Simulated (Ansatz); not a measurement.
# Phonon dispersion of LiCl

Computed with Ansatz 0.2.0, DFT PBE, scalar-relativistic, plane waves, PAW. Plane waves to 420 eV; Γ-centred k mesh 6×2×4; fixed occupations. No spin polarisation. Phonons by linear response, acoustic sum rule imposed.

Equilibrium structure at this level:
```
CELL_PARAMETERS angstrom
3.66065 0.00000 0.00000
0.00000 10.62291 0.00000
0.00000 0.00000 6.46217
ATOMIC_POSITIONS crystal
Li 0.50000 0.89360 0.08898
Li 0.50000 0.60523 0.91802
Li 0.00000 0.74545 0.45026
Li 0.50000 0.10640 0.58898
Li 0.50000 0.39477 0.41802
Li 0.00000 0.25455 0.95026
Cl 0.50000 0.59699 0.55512
Cl 0.50000 0.90738 0.44851
Cl 0.00000 0.74149 0.03904
Cl 0.50000 0.40301 0.05512
Cl 0.50000 0.09262 0.94851
Cl 0.00000 0.25851 0.53904
```

The cell was found from a structure generator's guess, not taken from experiment. The q mesh is coarse, so values between its points are rough. Modes under 40 cm⁻¹ are poorly fixed.

Force constants from linear response on a 2×1×1 q mesh.

Path: Γ–X–S–Y–Γ–Z–U–R–T–Z | X–U | Y–T | S–R. Only the points of the 2×1×1 mesh were computed; the rest is interpolation, which is rough on so few points. On the mesh no mode is imaginary. Distance along the path (Å⁻¹), then the branches (cm⁻¹, negative for imaginary; the LO field is included):
```
0.000  0 0 0 24 60 67 76 78 83 92 96 115 115 145 146 166 176 181 193 193 206 206 217 226 238 262 263 309 337 354 362 381 390 395 405 456
0.215  12 26 58 61 63 78 85 85 89 106 111 115 119 142 147 162 172 178 196 200 205 208 237 237 249 258 260 308 334 350 356 374 381 390 400 446
0.429  41 50 62 82 86 97 107 110 111 113 117 134 140 152 156 156 171 175 187 191 221 222 242 249 263 266 282 305 326 331 343 355 374 380 390 424
0.644  59 69 71 84 84 104 117 119 130 131 136 144 145 148 163 164 174 174 182 196 222 224 240 244 277 281 302 303 312 324 328 348 366 371 383 406
0.858  57 80 80 83 90 104 121 126 130 133 140 141 152 156 158 167 168 169 189 206 216 218 245 246 279 284 294 302 319 326 334 339 360 367 380 400
0.932  58 80 80 82 90 105 120 122 128 137 140 143 152 156 159 167 168 170 189 205 215 219 244 247 278 285 296 302 319 326 334 338 359 368 380 400
1.006  61 78 80 80 92 106 113 118 129 137 141 150 150 157 159 166 167 171 190 202 214 220 243 248 276 284 299 302 321 327 333 336 357 371 380 400
1.080  65 74 80 80 93 106 108 115 131 136 143 147 156 158 160 165 166 171 192 199 212 221 243 249 276 283 302 303 323 328 331 332 356 372 380 400
1.154  68 70 80 80 95 102 111 112 132 135 144 145 159 159 160 164 166 172 194 196 212 222 242 249 275 283 303 303 326 329 329 330 356 373 379 400
1.369  65 66 80 82 89 89 107 117 132 132 139 140 152 153 164 164 171 179 185 188 220 227 239 245 275 281 301 302 325 325 333 334 359 379 382 406
1.583  55 57 71 74 86 92 99 110 110 117 124 127 141 142 150 161 176 177 186 194 220 221 246 248 264 267 288 291 332 338 342 342 367 387 398 424
1.798  41 48 57 58 71 74 90 92 96 96 106 112 112 126 140 158 184 185 196 203 203 207 235 240 252 254 270 271 338 348 360 360 379 398 424 449
2.012  12 23 34 45 67 70 80 82 89 89 91 96 108 129 141 158 188 190 192 193 202 211 217 217 238 239 268 270 339 352 366 369 390 404 442 467
2.086  11 23 28 50 62 67 71 84 88 90 97 101 109 128 142 160 186 190 192 193 203 210 217 217 238 239 267 271 339 352 365 371 390 404 442 467
2.160  8 19 24 42 58 67 73 77 86 91 99 108 115 130 143 165 180 187 192 193 204 209 217 217 238 239 265 273 338 353 363 372 390 405 442 467
2.234  4 9 21 24 61 67 75 76 84 91 95 112 116 139 145 169 175 184 192 193 206 208 217 217 238 238 264 274 337 354 362 374 390 405 442 467
2.308  0 0 0 24 60 67 76 79 83 91 92 115 115 146 146 166 177 181 193 193 206 207 217 217 238 238 263 274 337 354 362 374 390 405 442 467
2.369  6 8 8 25 60 66 75 78 83 91 92 114 127 145 150 166 176 185 193 193 206 216 217 217 238 238 262 296 310 338 362 389 395 398 431 456
2.490  17 24 24 30 60 64 73 74 84 86 91 113 125 138 154 164 180 185 193 193 203 212 217 217 238 238 264 294 311 332 369 392 396 401 429 451
2.612  27 36 37 40 60 60 68 69 80 86 90 111 121 123 159 163 185 186 193 193 200 206 217 217 238 238 268 290 314 326 379 395 399 403 428 444
2.733  36 41 44 47 58 63 63 64 84 88 89 103 113 116 161 162 189 190 193 193 197 200 217 217 238 238 275 282 317 321 389 395 402 403 430 436
2.901  46 46 48 48 63 63 68 68 93 93 94 94 114 114 161 161 188 188 191 191 198 198 225 225 240 240 278 278 320 320 390 390 400 400 431 431
3.116  51 51 64 64 80 80 97 97 99 99 110 110 128 128 156 156 173 173 185 185 214 214 248 248 249 249 281 281 323 323 371 371 389 389 420 420
3.330  63 63 80 80 83 83 97 97 121 121 133 133 146 146 157 157 168 168 188 188 224 224 245 245 257 257 302 302 326 326 344 344 376 376 407 407
3.545  75 75 82 82 86 86 110 110 123 123 142 142 149 149 155 155 168 168 202 202 215 215 251 251 258 258 316 316 324 324 331 331 368 368 398 398
3.689  78 78 81 81 87 87 118 118 119 119 141 141 150 150 154 154 170 170 204 204 214 214 252 252 257 257 315 315 326 326 330 330 367 367 397 397
3.763  78 78 81 81 87 87 116 116 119 119 140 140 152 152 154 154 170 170 204 204 214 214 252 252 257 257 316 316 326 326 330 330 367 367 397 397
3.837  77 77 81 81 88 88 114 114 119 119 138 138 154 154 156 156 171 171 202 202 214 214 252 252 257 257 316 316 326 326 331 331 367 367 397 397
3.911  76 76 81 81 88 88 112 112 120 120 136 136 154 154 157 157 172 172 202 202 214 214 252 252 257 257 316 316 325 325 331 331 367 367 397 397
4.055  74 74 81 81 87 87 109 109 121 121 136 136 152 152 161 161 170 170 199 199 216 216 251 251 257 257 316 316 325 325 332 332 368 368 398 398
4.270  64 64 74 74 82 82 105 105 118 118 130 130 146 146 158 158 174 174 182 182 224 224 245 245 256 256 303 303 325 325 346 346 378 378 405 405
4.484  54 54 62 62 79 79 94 94 99 99 116 116 137 137 144 144 164 164 194 194 213 213 248 248 250 250 282 282 321 321 372 372 392 392 418 418
4.699  48 48 51 51 62 62 67 67 90 90 95 95 123 123 148 148 178 178 196 196 203 203 225 225 240 240 282 282 318 318 392 392 403 403 428 428
4.843  40 40 50 50 58 58 64 64 89 89 90 90 122 122 150 150 183 183 193 193 205 205 217 217 238 238 283 283 318 318 394 394 405 405 430 430
4.917  40 40 50 50 59 59 63 63 89 89 92 92 118 118 154 154 184 184 193 193 204 204 217 217 238 238 282 282 318 318 394 394 404 404 431 431
4.991  40 40 48 48 60 60 63 63 88 88 93 93 116 116 159 159 187 187 193 193 201 201 217 217 238 238 280 280 319 319 393 393 403 403 432 432
5.065  39 39 47 47 60 60 64 64 88 88 93 93 114 114 162 162 190 190 193 193 198 198 217 217 238 238 279 279 319 319 393 393 402 402 432 432
5.102  57 80 80 83 90 104 121 126 130 133 140 141 152 156 158 167 168 169 189 206 216 218 245 246 279 284 294 302 319 326 334 339 360 367 380 400
5.223  57 80 80 82 90 105 122 123 129 132 139 139 153 154 158 165 168 169 191 206 216 217 246 247 274 277 300 307 319 326 333 338 362 367 382 400
5.345  60 80 80 81 89 108 113 123 126 127 137 140 150 153 157 161 169 169 196 207 215 215 249 249 265 267 307 314 321 325 331 336 364 368 387 400
5.466  68 80 81 81 86 100 113 120 122 122 137 144 146 153 156 156 169 170 200 206 214 214 251 251 259 260 312 316 325 326 328 333 366 368 393 400
5.588  78 78 81 81 87 87 118 118 119 119 141 141 150 150 154 154 170 170 204 204 214 214 252 252 257 257 315 315 326 326 330 330 367 367 397 397
5.649  14 24 33 43 66 70 81 83 89 89 91 96 108 128 142 158 188 190 192 193 203 210 217 217 238 239 269 271 338 349 367 371 391 405 441 466
5.770  21 27 29 36 64 68 85 86 88 89 92 93 109 121 146 156 187 191 192 193 204 205 217 217 238 238 274 274 329 337 372 379 398 409 433 457
5.892  28 30 36 39 60 65 76 86 89 89 92 92 116 116 149 153 184 190 192 193 202 206 217 217 238 238 278 280 322 325 381 388 403 412 425 445
6.013  38 41 42 54 58 60 61 74 89 89 90 91 121 122 149 149 182 185 193 193 204 206 217 217 238 238 282 283 318 318 391 395 405 407 426 434
6.074  68 70 80 80 95 102 111 112 132 135 144 145 159 159 160 164 166 172 194 196 212 222 242 249 275 283 303 303 326 329 329 330 356 373 379 400
6.196  69 69 80 80 95 102 112 113 130 132 143 144 158 159 160 162 166 172 195 197 212 220 244 250 271 277 306 307 327 328 330 330 357 372 382 400
6.317  67 70 80 81 95 100 115 116 122 123 141 142 156 158 158 160 167 173 198 199 212 218 248 251 263 268 312 312 327 328 328 331 360 371 387 400
6.439  70 73 81 81 92 95 113 115 118 119 138 138 154 156 157 159 170 173 201 201 213 216 251 252 258 261 315 315 326 326 330 331 364 369 392 399
6.560  76 76 81 81 88 88 111 111 120 120 136 136 154 154 158 158 172 172 202 202 214 214 252 252 257 257 316 316 325 325 331 331 367 367 397 397
```
